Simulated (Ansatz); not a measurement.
**Bi under changes of volume**

One of the cells (35.070 Å³/atom); the others are scaled copies at fixed shape and fractional positions:

```
Bi
1.0
     2.26750    1.30914    3.93800
    -2.26750    1.30914    3.93800
     0.00000   -2.61828    3.93800
Bi
2
Direct
  0.76600 0.76600 0.76600
  0.23400 0.23400 0.23400
```

- Program: Ansatz 0.2.0
- Functional: SVWN5
- Dispersion: D3(BJ)
- Potentials or basis: JTH PAW LDA
- Cutoff: 1800 eV
- Density cutoff: 9000 eV
- k mesh: 7 × 7 × 7
- Occupations: cold, width 0.025 eV
- Spin: no spin polarisation

| volume (Å³/atom) | energy over the lowest point (meV/atom) | pressure (GPa) | gap on the mesh (eV) | largest force (eV/Å) |
| --- | --- | --- | --- | --- |
| 32.965 | 0.00 | -0.8 | 0.30 | 0.339 |
| 33.667 | 5.81 | -1.9 | 0.29 | 0.234 |
| 34.368 | 16.28 | -2.9 | 0.28 | 0.136 |
| 35.070 | 30.88 | -3.8 | 0.27 | 0.044 |
| 35.771 | 49.13 | -4.6 | 0.26 | 0.041 |
| 36.472 | 70.61 | -5.2 | 0.25 | 0.121 |
| 37.174 | ? | ? | ? | ? |

What does the run at 37.174 Å³/atom give?

Energy over the lowest point 94.94 meV/atom; pressure -5.9 GPa; gap on the mesh 0.24 eV; largest force 0.196 eV/Å.

Worked out: A Birch-Murnaghan fit of order 3 (a polynomial in V^(-2/3)) to the other rows has its minimum at 32.54 Å³/atom, just outside them, with B0 = V·E''(V) = 60 GPa and B' = 4.6 at fixed shape and positions, which overstates the stiffness. It gives 94.99 meV/atom at 37.174 Å³/atom, against the run's 94.94, and -dE/dV = -5.9 GPa, against -5.9. A straight line through the other rows of the gap, of slope -0.495 eV per unit of ln V, extrapolates to 0.24 eV, against the run's 0.24.

Energies are extrapolated to zero smearing.

Caveats: odd divisions of the mesh miss points on the zone boundary, where band edges often lie, so the gap on the mesh can be too wide; spin-orbit coupling is left out, which as a rule narrows the gap of such compounds by several tenths of an eV; the dispersion damping was fitted for another functional or another form of the correction.

A mesh can miss the band edges.
